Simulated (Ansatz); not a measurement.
# Sn (P-1) in Ansatz: settings compared

The runs below take Sn through elastic constants, phonons, with PBE, PBEsol.

Program: Ansatz 0.2.0. These are calculated values, not measurements. Logs are shortened: lines on timing, memory, paths and dates and some standing lists are left out, and cuts for length are marked.

## Step 1: The cell of the first run

The typed cell holds 1 atom: a = 3.234 Å, b = 3.520 Å, c = 3.421 Å, α = 119.67°, β = 114.67°, γ = 94.75°.

This isn't the form of Sn at room conditions, which is tetragonal (white tin).

## Step 2: Elastic constants, PBE (cell sheared at random, sigma 0.06, atoms nudged by 0.01 Å)

The input, input.yaml:

```yaml
crystal:
  lattice:
    - [-1.66643981, 1.70778749, 2.18280218]
    - [1.79387178, -1.85892325, 2.39165312]
    - [1.69371338, 1.88544402, -2.29756241]
  atoms:
    - { symbol: Sn, position: [0.0, 0.0, 0.0] }
hamiltonian:
  xc: pbe
  pseudopotentials: { kind: paw }
kpoints:
  mp_grid: { grid: [7, 7, 7] }
scf:
  occupations: { method: fermi_dirac, width: 0.05 }
output:
  forces: true
  stress: true
elastic:
  mode: relaxed_ion
  stencil: two_point
```

Potentials or basis: Ansatz PAW.

Started as:

```sh
$ ansatz run input.yaml --threads 2 --pin off --max-ram 5632MiB --backend cpu --events-out ev --progress --plain --runs-dir out
```

Standard output:

```text
Warning: RAYON_NUM_THREADS=2 ignored (pool sized by the plan → 2); use --threads N
Engine: ansatz 0.2.0, x86_64-unknown-linux-gnu
Pseudopotentials: kind: paw
Pseudopotential: Sn, paw, valence charge 14, recommended cutoff 420 eV (normal), Sn.paw.azcp
Functional definition: PBE
  parameter kappa = 0.804
  parameter beta = 0.06672455060314922
  exchange = pbe_x(kappa = kappa, mu = beta*pi^2/3)
  correlation = pbe_c(beta = beta)
Crystal: 1 atoms, lattice volume = 28.609 Å³
Basis set: ecut = 420 eV, 559 PW (Γ), exchange–correlation on 48×48×48 points (8 copies of the dense FFT grid, shifted against one another)
Bands: 11, of which v1, the nominal top of the filled ones, is band 7 counted from 1 (6 counted from 0)
Symmetry: 2 space group operations
Space group: P-1 (ITA 2), of the structure as read, at distance tolerance 3.1e-5 Å
k-points: 172 of 343
Non-local potential: Sn, projectors of the file, l = 0: 2, l = 1: 2, l = 2: 2, l = 3: 2
PAW form: soft (Blöchl's): semilocal exchange-correlation on the pseudo side does not see the compensation charge
PAW one-centre angular grid: Sn, 590 points (default); XC on 64 Gauss nodes
Initial density: superposition of atomic densities (neutral atoms: chi_scale 0, normalization atom), corrected by the library's trained network
Initial wavefunctions: pseudopotential atomic-orbital guess
Functional: x = pbe(κ = 0.804, μ = 0.2195149727645171), c = pbe(β = 0.06672455060314922)
SCF iter   1: F=—  HF=-6024.138697 eV  |F-HF|=—  |Δ(HF+E_count)|=         —  Δρ=1.20e-3  dr2=4.39e-4  ethr=1.77e-3  ⟨swp⟩=5.8  Hψ=11506  notcnv=0
preconditioner: auto → none  [metal: Δε(μ)=0.036 eV  Ē_g=22.890 eV  σ=0.050 eV  W_gap=0.18  n_scr=8 (ndim 8)  ℏωp=26.0 eV  f_vac=0.000  D(μ)=0.48/eV (n_scr^D=0)  sad-step TF]
SCF iter   2: F=—  HF=-6024.138032 eV  |F-HF|=—  |Δ(HF+E_count)|=   6.65e-4  Δρ=8.06e-4  dr2=1.76e-4  ethr=3.14e-6  ⟨swp⟩=2.6  Hψ=4413  notcnv=0
SCF iter   3: F=—  HF=-6024.138033 eV  |F-HF|=—  |Δ(HF+E_count)|=   1.38e-6  Δρ=2.29e-4  dr2=1.90e-5  ethr=1.26e-6  ⟨swp⟩=2.6  Hψ=2805  notcnv=0
SCF iter   4: F=—  HF=-6024.138024 eV  |F-HF|=—  |Δ(HF+E_count)|=   9.24e-6  Δρ=5.45e-5  dr2=1.24e-6  ethr=1.36e-7  ⟨swp⟩=2.1  Hψ=2985  notcnv=0
SCF iter   5: F=—  HF=-6024.138024 eV  |F-HF|=—  |Δ(HF+E_count)|=   2.58e-7  Δρ=6.32e-6  dr2=1.29e-8  ethr=8.83e-9  ⟨swp⟩=2.0  Hψ=3041  notcnv=0
SCF iter   6: F=—  HF=-6024.138024 eV  |F-HF|=—  |Δ(HF+E_count)|=   8.31e-9  Δρ=1.47e-6  dr2=7.75e-10  ethr=9.23e-11  ⟨swp⟩=2.0  Hψ=3082  notcnv=0
SCF iter   7: F=—  HF=-6024.138024 eV  |F-HF|=—  |Δ(HF+E_count)|=  5.58e-10  Δρ=2.04e-7  dr2=1.69e-11  ethr=5.53e-12  ⟨swp⟩=2.0  Hψ=3089  notcnv=0
SCF iter   8: F=—  HF=-6024.138024 eV  |F-HF|=—  |Δ(HF+E_count)|=  1.55e-11  Δρ=3.91e-8  dr2=6.59e-13  ethr=1.21e-13 (applied; sched 1.00e-12)  ⟨swp⟩=2.0  Hψ=3080  notcnv=0
SCF iter   9: F=-6024.138024 eV  HF=-6024.138024 eV  |F-HF|=3.64e-12  |Δ(HF+E_count)|=  4.55e-12  Δρ=5.85e-9  dr2=1.49e-14  ethr=1.00e-12  ⟨swp⟩=5.2  Hψ=6496  notcnv=0
SCF 1 converged in 9 iterations: F = -6024.138024 eV  dr2 = 1.49e-14
[... 137 lines left out ...]
       -1.362412      -0.129975       1.628082
       -1.376585       1.628082      -2.132693
  P = ⅓ Tr σ = -0.3773 GPa (-3.773 kbar)
--- Band table (eV; the first three rows and the last of 172) ---
  k-point 0: bands = ["-11.4104", "-11.3916", "-11.3288", "-11.3260", "-11.2772", "-0.6168", "16.3701", "17.3278", "18.4711", "20.4859", "21.1932"]
  k-point 1: bands = ["-11.4190", "-11.3623", "-11.3353", "-11.3106", "-11.2727", "-0.1206", "14.7855", "15.3500", "16.9444", "18.8943", "20.2071"]
  k-point 2: bands = ["-11.4420", "-11.3642", "-11.2950", "-11.2667", "-11.2564", "1.3626", "11.5105", "12.8827", "15.0396", "16.4272", "18.1799"]
  k-point 171: bands = ["-11.3962", "-11.3598", "-11.3066", "-11.2972", "-11.2236", "2.2627", "10.1855", "11.9689", "13.6793", "19.2430", "19.9822"]
--- Elastic constants: 6 strain directions × 2 members + reference (group order 2) ---
  dense FFT box of the reference and of every strained cell: 24×24×24
  strains applied: 11, 22, 33, 23, 13, 12; error gains: componentwise 1.00 (the most a stress slope's error grows in a printed constant), spectral 1.00 (1 for all six strains in a standard setting)
  C = ∂σ_k/∂η_j (tension-positive GPa; Voigt order 11 22 33 23 13 12):
        65.716     31.786     39.671      4.254     -4.633      5.495
        30.548     59.776     40.657     -1.630     -1.812     -7.341
        36.321     38.556     50.382      4.258     -3.829    -10.683
         5.862     -0.012      5.874     31.857     -5.890    -11.939
        -5.990     -3.157     -5.209     -5.892     28.377     21.449
         4.114     -8.705    -12.070    -11.943     21.449      0.146
  reference stress σ⁰ (GPa):     -1.131      0.130      2.133     -1.628      1.377      1.362
  C* (energy form; C + prestress term) asymmetry max|C*_kj − C*_jk| = 9.806e-2 GPa — a small one proves nothing (zero by symmetry where the batch's group is 432, −43m or m−3m); a large one is finite-difference/SCF noise where every solve meets its electron count
  moduli (Voigt/Reuss/Hill, GPa): K = 43.71/42.95/43.33   G = 16.55/24.25/20.40   E = 52.90   ν = 0.297
  mechanically stable: NO (min eigenvalue of sym C = -16.10 GPa)
  strain η (Voigt 11):  stress-route row diagonal C_11 = 65.72 GPa, energy-path curvature d²(F+E_count+ΔE)/dδ²/Ω₀ = 65.69 GPa
         δ    σ_11 (GPa)             F (eV)   n_scf  n_hpsi   n_pw
    -2.000e-3      -1.2614       -6024.1375960       6   35595    570   relax 0 steps, max|allowed force component| 0.00e0 eV/Å
     2.000e-3      -0.9986       -6024.1384040       5   35431    572   relax 0 steps, max|allowed force component| 0.00e0 eV/Å
  strain η (Voigt 22):  stress-route row diagonal C_22 = 59.78 GPa, energy-path curvature d²(F+E_count+ΔE)/dδ²/Ω₀ = 59.74 GPa
         δ    σ_22 (GPa)             F (eV)   n_scf  n_hpsi   n_pw
    -2.000e-3       0.0078       -6024.1380475       6   35829    570   relax 0 steps, max|allowed force component| 0.00e0 eV/Å
     2.000e-3       0.2469       -6024.1379562       5   35146    571   relax 0 steps, max|allowed force component| 0.00e0 eV/Å
  strain η (Voigt 33):  stress-route row diagonal C_33 = 50.38 GPa, energy-path curvature d²(F+E_count+ΔE)/dδ²/Ω₀ = 50.51 GPa
         δ    σ_33 (GPa)             F (eV)   n_scf  n_hpsi   n_pw
    -2.000e-3       2.0290       -6024.1387669       6   35618    570   relax 0 steps, max|allowed force component| 0.00e0 eV/Å
     2.000e-3       2.2306       -6024.1372440       5   35298    572   relax 0 steps, max|allowed force component| 0.00e0 eV/Å
  strain η (Voigt 23):  stress-route row diagonal C_44 = 31.86 GPa, energy-path curvature d²(F+E_count+ΔE)/dδ²/Ω₀ = 31.34 GPa
         δ    σ_23 (GPa)             F (eV)   n_scf  n_hpsi   n_pw
    -2.000e-3      -1.6917       -6024.1374314       6   35418    572   relax 0 steps, max|allowed force component| 0.00e0 eV/Å
     2.000e-3      -1.5643       -6024.1385935       4   29651    571   relax 0 steps, max|allowed force component| 0.00e0 eV/Å
  strain η (Voigt 13):  stress-route row diagonal C_55 = 28.38 GPa, energy-path curvature d²(F+E_count+ΔE)/dδ²/Ω₀ = 28.17 GPa
         δ    σ_13 (GPa)             F (eV)   n_scf  n_hpsi   n_pw
    -2.000e-3       1.3200       -6024.1385047       6   35385    571   relax 0 steps, max|allowed force component| 0.00e0 eV/Å
     2.000e-3       1.4335       -6024.1375217       5   35201    571   relax 0 steps, max|allowed force component| 0.00e0 eV/Å
  strain η (Voigt 12):  stress-route row diagonal C_66 = 0.15 GPa, energy-path curvature d²(F+E_count+ΔE)/dδ²/Ω₀ = 0.40 GPa
         δ    σ_12 (GPa)             F (eV)   n_scf  n_hpsi   n_pw
    -2.000e-3       1.3624       -6024.1385104       6   35323    570   relax 0 steps, max|allowed force component| 0.00e0 eV/Å
     2.000e-3       1.3629       -6024.1375365       5   34721    572   relax 0 steps, max|allowed force component| 0.00e0 eV/Å
```

It took 26 s on 2 threads of Intel Xeon at 2.70GHz, shared host; peak memory 0.4 GiB.

Results:

- Free energy: -6024.1380 eV
- Pressure: -0.4 GPa
- Band gap on the k mesh: none (metal or under the smearing width)
- Voigt bulk modulus: 44 GPa

Elastic tensor in Voigt notation (GPa, in the Cartesian axes of the cell as first typed):
```
 66  32  40   4  -5   6
 31  60  41  -2  -2  -7
 36  39  50   4  -4 -11
  6   0   6  32  -6 -12
 -6  -3  -5  -6  28  21
  4  -9 -12 -12  21   0
```

Caveat: the elastic tensor has a negative eigenvalue, so either the cell is unstable as it stands or the mesh is too thin.

## Step 3: Phonons, PBEsol (cell sheared at random, sigma 0.06, atoms nudged by 0.01 Å)

input.yaml, as its differences from that of step 2:

```diff
@@ -8,3 +8,3 @@
 hamiltonian:
-  xc: pbe
+  xc: pbesol
   pseudopotentials: { kind: paw }
@@ -14,7 +14,3 @@
   occupations: { method: fermi_dirac, width: 0.05 }
-output:
-  forces: true
-  stress: true
-elastic:
-  mode: relaxed_ion
-  stencil: two_point
+phonons:
+  method: dfpt
```

Potentials or basis: Ansatz PAW.

Started as:

```sh
$ ansatz run input.yaml --threads 2 --pin off --max-ram 5632MiB --backend cpu --events-out ev --progress --plain --runs-dir out
```

Standard output:

```text
Warning: RAYON_NUM_THREADS=2 ignored (pool sized by the plan → 2); use --threads N
Engine: ansatz 0.2.0, x86_64-unknown-linux-gnu
Pseudopotentials: kind: paw
Pseudopotential: Sn, paw, valence charge 14, recommended cutoff 420 eV (normal), Sn.paw.azcp
Functional definition: PBEsol
  exchange = pbesol_x
  correlation = pbesol_c
Crystal: 1 atoms, lattice volume = 28.609 Å³
Basis set: ecut = 420 eV, 559 PW (Γ), exchange–correlation on 48×48×48 points (8 copies of the dense FFT grid, shifted against one another)
Bands: 11, of which v1, the nominal top of the filled ones, is band 7 counted from 1 (6 counted from 0)
Symmetry: 2 space group operations
k-points: 172 of 343 (irreducible under 1 space group operation, time reversal used)
Non-local potential: Sn, projectors of the file, l = 0: 2, l = 1: 2, l = 2: 2, l = 3: 2
PAW form: soft (Blöchl's): semilocal exchange-correlation on the pseudo side does not see the compensation charge
PAW frozen core: Sn, regenerated for the run's functional, and the local potential with it (the file was generated under x = pbe(κ = 0.804, μ = 0.2195149727645171), c = pbe(β = 0.06672455060314922))
[... 32 lines left out ...]
  E_vpaw       = -351.360473  (= ΣTr[D̂ρ^β])
  E_aug_tail   = -0.000000  (compensation charges beyond the density's cutoff)
  E_ewald      = -1331.312096
  E_core_change = 0.284840  (= ΣΔE_core)
  E_smearing   = -0.004052  (= −TS)
  E_closure    = 0.000000  (closes the sum)
  Σ components = -5949.721251   (vs F -5949.721251, Δ=0.00e0)
--- Band table (eV; the first three rows and the last of 172) ---
  k-point 0: bands = ["-11.4804", "-11.4608", "-11.3976", "-11.3941", "-11.3452", "-0.7903", "16.1958", "17.1499", "18.2900", "20.3308", "21.0353"]
  k-point 1: bands = ["-11.4892", "-11.4311", "-11.4035", "-11.3793", "-11.3407", "-0.2942", "14.6149", "15.1733", "16.7687", "18.7389", "20.0415"]
  k-point 2: bands = ["-11.5125", "-11.4328", "-11.3630", "-11.3349", "-11.3243", "1.1887", "11.3369", "12.7143", "14.8656", "16.2634", "18.0211"]
  k-point 171: bands = ["-11.4658", "-11.4286", "-11.3748", "-11.3653", "-11.2919", "2.0885", "10.0116", "11.8026", "13.5106", "19.0702", "19.8236"]
--- Phonons (Γ-DFPT): 3 representative perturbations + reference, on 172 of 343 k-points (Σ response iterations 6) ---
  k mesh reduced under 1 symmetry operation, with k and −k counted as one. Each operation leaves every solved perturbation unchanged. A smaller set is not used because it would not reduce the number of displacements times k-points to solve
  ASR residual: 9.796e-5 → 0.000e0 eV/Å²; symmetrization residual: 3.300e-6 eV/Å²
  ASR residual per site (eV/Å²): 9.80e-5
  Γ frequencies (cm⁻¹): 0.00 0.00 0.00
  non-analytic LO–TO correction: not included (Born effective charges unavailable; polar crystals: no LO–TO splitting at Γ)
```

It took 10 s on 2 threads of Intel Xeon at 2.70GHz, shared host; peak memory 0.47 GiB.

What came out:

- Free energy: -5949.7213 eV
- Band gap on the k mesh: none (metal or under the smearing width)

Caveat: the PAW data sets come from PBE, with cores solved anew for the run's functional, which leaves a small shift of forces and pressure.
